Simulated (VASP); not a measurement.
GaN, 12 atoms in the cell. The cell holds a slab with vacuum, 12 atoms: a = 3.180 Å, b = 5.166 Å, c = 22.426 Å, α = 90.00°, β = 90.00°, γ = 90.00°. 

```yaml
Program: VASP 6.6.1
Task: work function
Functional: PBEsol
Potentials_or_basis: VASP PAW PBE potentials, release 64 (Ga_d, N)
Cutoff: 520 eV
k_mesh: 8 × 6 × 1
Occupations: gaussian, width 0.05 eV
Spin: no spin polarisation
Dipole_correction: yes
Further_INCAR_settings: ALGO = Normal; EDIFF = 1e-07
```

Potentials or basis: VASP PAW PBE potentials, release 64 (Ga_d, N).

The run is started by

```bash
$ cat potpaw_PBE.64/Ga_d/POTCAR potpaw_PBE.64/N/POTCAR > POTCAR
$ mpirun -np 8 vasp_std > vasp.out
```

Hardware: 8 MPI ranks on Intel(R) Xeon(R) Platinum 8488C (Sapphire Rapids) (shared host).

Question: Estimate the wall time of this run.

Answer: Run time: 2.5 min on 8 MPI ranks on Intel(R) Xeon(R) Platinum 8488C (Sapphire Rapids), on a shared host, peak memory 0.63 GiB a rank. Counts: scf iterations 28, k points 20.
